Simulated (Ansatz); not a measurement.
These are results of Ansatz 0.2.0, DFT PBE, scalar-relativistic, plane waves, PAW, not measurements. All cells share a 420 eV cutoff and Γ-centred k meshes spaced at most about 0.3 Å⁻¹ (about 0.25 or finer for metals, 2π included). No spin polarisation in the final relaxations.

These are static total energies at zero pressure.

Two forms of Ge were relaxed alike.

A.

```xyz
8
Lattice="6.0018 0.0000 0.0000 0.0000 5.0918 0.0000 0.0000 0.0000 5.4117" Properties=species:S:1:pos:R:3 pbc="T T T"
Ge    2.5529    1.2729    0.0000
Ge    3.4488    3.8188    2.7058
Ge    3.4488    3.8188    0.0000
Ge    2.5529    1.2729    2.7058
Ge    5.5823    2.5697    1.3529
Ge    0.4195    2.5221    4.0588
Ge    0.4195    0.0238    1.3529
Ge    5.5823    5.0680    4.0588
```

B.

```xyz
4
Lattice="1.8714 -6.6912 0.0000 1.8714 6.6912 0.0000 0.0000 0.0000 4.1542" Properties=species:S:1:pos:R:3 pbc="T T T"
Ge    1.8714    5.4722    2.0771
Ge    1.8714   -5.4722    2.0771
Ge    1.8714    4.1406    0.0000
Ge    1.8714   -4.1406    0.0000
```

Question: Which would you expect to be lower, and how large is the difference?

Answer: B is lower, by 11 meV/atom. A has space group Pbcm (No. 57), 20.7 Å³/atom and no gap on its mesh; B has space group Cmmm (No. 65), 26.0 Å³/atom and no gap. Counting all near atoms (those within 1.25 times the shortest such distance or 1.15 times the sum of covalent radii; a slash parts the counts of unlike sites), A has Ge 6 and B has Ge 3/4. The lower one is the more open, so pressure narrows the difference. Both come from invented guesses. The part of the Crystallography Open Database at hand lists Ge in space groups No. 64, 96, 227; no cell shown has one of them.

For metals, differences of a few meV/atom aren't resolved. Cells relaxed within their symmetry can be saddle points.
